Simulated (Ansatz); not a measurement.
**Ga (Cmce) under several functionals**

Plane-wave DFT in Ansatz with scalar-relativistic PAW potentials. The same structure was relaxed (cell and atoms, symmetry kept) in separate runs at each level. No spin polarisation.

```csv
level,cutoff (eV),k mesh,V (Å³/atom),a (Å),b (Å),c (Å)
PBEsol,420,12×12×10,19.068,4.472,7.594,4.492
r2SCAN,500,12×12×10,19.208,4.479,7.594,4.518
PBE+D3(BJ),420,12×12×10,19.387,4.498,7.633,4.517
```

Task: Where does PBE (420 eV, k mesh 12×12×10) fall?

Result: V (Å³/atom) 20.307, a (Å) 4.573, b (Å) 7.741, c (Å) 4.589. Its volume is the largest of the set. The usual order of volumes, PBEsol < PBE, holds here (19.068, 20.307 Å³/atom). As a rule PBEsol, built on the gradient expansion of slowly varying densities, lies between LDA and PBE; PBE's stronger gradient term for exchange weakens bonds. Adding D3 to PBE changes the volume by -4.5 %; the term is attractive, so it pulls cells in. In metals the pairwise form ignores screening by the conduction electrons and often pulls in too far. r2SCAN lies 5.4 % under PBE in volume.